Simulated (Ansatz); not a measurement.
The reference is ZnTe in the zinc blende structure (space group F-43m, No. 216; a = 6.179 Å).

Structures relaxed with plane-wave PAW DFT at the PBE level (Ansatz, a first-principles code, 420 eV), no spin-orbit coupling.

Base:

Simulated powder pattern, Co Kα, λ = 1.79026 Å (kinematic, ideal powder, no thermal factors, no anomalous dispersion; the 10 strongest lines at most, above 2 %, up to 2θ = 90°):

| 2θ (°) | I/Imax (%) | hkl |
|---|---|---|
| 29.06 | 100 | (111) |
| 33.68 | 6.7 | (200) |
| 48.38 | 70 | (220) |
| 57.43 | 45 | (311) |
| 70.82 | 11 | (400) |
| 78.31 | 19 | (331) |
| 80.76 | 2.5 | (420) |

The change: a hydrostatic pressure of 60 GPa.

After the change:

Simulated powder pattern, Co Kα, λ = 1.79026 Å (kinematic, ideal powder, no thermal factors, no anomalous dispersion; the 10 strongest lines at most, above 2 %, up to 2θ = 90°):

```csv
2θ (°),I/Imax (%),hkl
34.11,100,(111)
39.59,6.5,(200)
57.23,65,(220)
68.33,41,(311)
85.26,11,(400)
```

The indices refer to the base's conventional cell; one index is shown for lines that coincide.

Load acts through the strain it causes; cell and atoms are relaxed under it. Stability against distortions was not tested. Measured, ZnTe leaves this structure (for cinnabar) near 9.5 GPa (temperature not stated; as listed in Datta, Sujoy, Jana, Debnarayan, arXiv (2020)), on rising pressure, with hysteresis.
